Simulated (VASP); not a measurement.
# Li: intraband terms of a metal's spectrum

Li, Fm-3m (no. 225), 1 atom in the cell. PBE, independent-particle dielectric function; PAW potentials Li_sv (PBE set).

## Input

INCAR.step1:
```
  PREC = Accurate
  ENCUT = 580
  ISMEAR = 1
  SIGMA = 0.1
  EDIFF = 1E-7
  LASPH = T
  KPAR = 4
  LWAVE = F
  LCHARG = T
  LMAXMIX = 4
```

INCAR.step2:
```
  PREC = Accurate
  ENCUT = 580
  ISMEAR = 0
  SIGMA = 0.3
  EDIFF = 1E-6
  LASPH = T
  KPAR = 4
  LWAVE = T
  LCHARG = F
  LMAXMIX = 4
  ICHARG = 11
  NBANDS = 16
  NEDOS = 3000
  OMEGAMAX = 30
  CSHIFT = 0.1
```

INCAR.step3, as INCAR.step2 but for:
```
- LWAVE = T
+ LWAVE = F
+ LOPTICS = T
+ ALGO = None
+ NELM = 1
+ ISTART = 1
```

INCAR.step4, as INCAR.step3 but for:
```
+ WPLASMAI = 0.03
```

INCAR.step5 to INCAR.step6 change the same tag again: WPLASMAI = 0.1, 0.3.

INCAR.step7, as INCAR.step6 but for:
```
- WPLASMAI = 0.3
+ RTIME = 40
```

INCAR.step8, as INCAR.step7 but for:
```
- RTIME = 40
+ RTIME = 1
```

INCAR.step9, as INCAR.step8 but for:
```
- RTIME = 1
+ LNABLA = T
```

INCAR.step10, as INCAR.step9 but for:
```
- ISMEAR = 0
- LNABLA = T
+ ISMEAR = -5
```

KPOINTS.step1:
```
k-points
0
Gamma
  10 10 10
```

KPOINTS.step2:
```
k-points
0
Gamma
  21 21 21
```

POSCAR:
```
Li
1.0
    0.0000000000      2.2020000000      2.2020000000
    2.2020000000      0.0000000000      2.2020000000
    2.2020000000      2.2020000000      0.0000000000
Li
1
Direct
    0.0000000000      0.0000000000      0.0000000000
```

Commands (each step's output is kept before the next begins):
```
cat potpaw_PBE.64/Li_sv/POTCAR > POTCAR
cp INCAR.step1 INCAR
cp KPOINTS.step1 KPOINTS
mpirun -np 4 vasp_std > vasp.out
cp INCAR.step2 INCAR
cp KPOINTS.step2 KPOINTS
mpirun -np 4 vasp_std > vasp.out
cp INCAR.step3 INCAR
mpirun -np 4 vasp_std > vasp.out
cp INCAR.step4 INCAR
mpirun -np 4 vasp_std > vasp.out
cp INCAR.step5 INCAR
mpirun -np 4 vasp_std > vasp.out
cp INCAR.step6 INCAR
mpirun -np 4 vasp_std > vasp.out
cp INCAR.step7 INCAR
mpirun -np 4 vasp_std > vasp.out
cp INCAR.step8 INCAR
mpirun -np 4 vasp_std > vasp.out
cp INCAR.step9 INCAR
mpirun -np 4 vasp_std > vasp.out
cp INCAR.step10 INCAR
mpirun -np 4 vasp_std > vasp.out
```

## Result

- Bands: 16

One ground state, settings moved in the last step alone:

| Settings | Plasma frequency (eV) | Im ε at 0.5 eV | Im ε at 1 eV | Im ε at 2 eV | Im ε at 4 eV | Time (s) |
|---|---|---|---|---|---|---|
| interband part alone | 6.47 | 0.0 | 0.0 | 0.1 | 1.0 | 4 |
| Drude term, WPLASMAI 0.03 | 6.47 | 10.0 | 1.3 | 0.2 | 1.0 | 5 |
| Drude term, WPLASMAI 0.1 | 6.47 | 32.2 | 4.2 | 0.6 | 1.0 | 5 |
| Drude term, WPLASMAI 0.3 | 6.47 | 73.8 | 11.5 | 1.6 | 1.1 | 5 |
| relaxation time RTIME 40 fs | 6.47 | 5.5 | 0.7 | 0.2 | 1.0 | 5 |
| relaxation time RTIME 1 fs | 6.47 | 80.6 | 19.2 | 3.2 | 1.4 | 4 |
| transversal form (LNABLA) | 6.35 | 0.0 | 0.0 | 0.1 | 0.9 | 4 |
| tetrahedron method | – | – | – | – | – | no result |

VASP 6.6.1 took 47 s on 4 cores (Intel Xeon Platinum 8259CL @ 2.50GHz (Skylake/Cascade Lake)), a shared host.
